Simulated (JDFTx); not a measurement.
Runs of JDFTx 1.7.0 (patched build) on SH2. The cell holds a molecule in a box, 3 atoms: a = 11.000 Å, b = 11.000 Å, c = 10.000 Å, α = 90.00°, β = 90.00°, γ = 90.00°. 

```csv
task,level,liquid model,variant of the liquid model,solvent,SCF threshold on the energy,start,largest force (eV/Å)
solvation,PBE+D3,LinearPCM,GLSSA13,DMC,1e-06 Ha,saved state of an earlier run,(a)
solvation,PBE+D3,LinearPCM,GLSSA13,H2O,1e-06 Ha,saved state of an earlier run,0.35
solvation,PBE+D3,LinearPCM,GLSSA13,CH2Cl2,1e-06 Ha,saved state of an earlier run,0.34
solvation,PBE+D2,LinearPCM,GLSSA13,EthyleneGlycol,1e-06 Ha,saved state of an earlier run,0.30
solvation,PBE+D3,LinearPCM,GLSSA13,Chlorobenzene,1e-06 Ha,saved state of an earlier run,0.34
solvation,PBE+D2,LinearPCM,GLSSA13,ethanol,1e-06 Ha,saved state of an earlier run,(b)
single point,PBE+D3,-,-,-,1e-07 Ha,-,0.36
```

Alike in all rows: potentials or basis PseudoDojo-SR-PBE-0.5-standard with smoothed tails; no spin polarisation; cell as given; k mesh 1 × 1 × 1; cutoff (eV) 980; smearing fixed.

Q: Fill in the values left out.

A: (a) 0.33; (b) 0.37.

Caveats: forces may be off by hundredths of an eV/Å; forces in the liquid are good to some per cent (some runs); the liquid is a continuum model, checked here against plausible ranges alone (some runs); the model isn't fitted for this solvent (some runs); solvation energies in this solvent often miss measured ones by over 0.05 eV (some runs).
